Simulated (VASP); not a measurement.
Input of a VASP 6.6.1 run:

The input INCAR:

```
SYSTEM = MgO
ALGO = Normal ; EDIFF = 1E-6
EDIFFG = -0.01 ; ENCUT = 600
GGA = PE ; IBRION = 2
ISIF = 3 ; ISMEAR = 0
LASPH = .TRUE. ; LCHARG = .FALSE.
LREAL = .FALSE. ; LWAVE = .FALSE.
NELM = 80 ; NSW = 90
PREC = Accurate ; PSTRESS = 120.0
SIGMA = 0.03
```

File KPOINTS:

```
k-points
0
G
  12 12 12
  0 0 0
```

File POSCAR:

```
MgO
1.0
    0.0000000000      2.1085000000      2.1085000000
    2.1085000000      0.0000000000      2.1085000000
    2.1085000000      2.1085000000      0.0000000000
Mg O
1 1
Direct
    0.0000000000      0.0000000000      0.0000000000
    0.5000000000      0.5000000000      0.5000000000
```

Potentials or basis: VASP PAW PBE potentials, release 64 (Mg, O).

The run is started by

```sh
$ cat potpaw_PBE.64/Mg/POTCAR potpaw_PBE.64/O/POTCAR > POTCAR
$ mpirun -np 1 vasp_std > vasp.out
```

Estimate the relaxed volume.

8.93 Å³/atom.

Predict the relaxed cell.

a = 2.934 Å, b = 2.934 Å, c = 2.934 Å, α = 60.00°, β = 60.00°, γ = 60.00°.

Predict the band gap on the k mesh.

5.18 eV, direct.

What does it give for the space group after relaxing (to 0.05 Å)?

Fm-3m (No. 225).

Final structure:
```
CELL_PARAMETERS angstrom
0.00000 2.07453 2.07453
2.07453 0.00000 2.07453
2.07453 2.07453 0.00000
ATOMIC_POSITIONS crystal
Mg 0.00000 0.00000 0.00000
O 0.50000 0.50000 0.50000
```

Caveat: the cell is relaxed towards a set pressure, so the enthalpy falls and the energy may rise. PBE gaps usually lie below the measured ones, often by a third to a half.
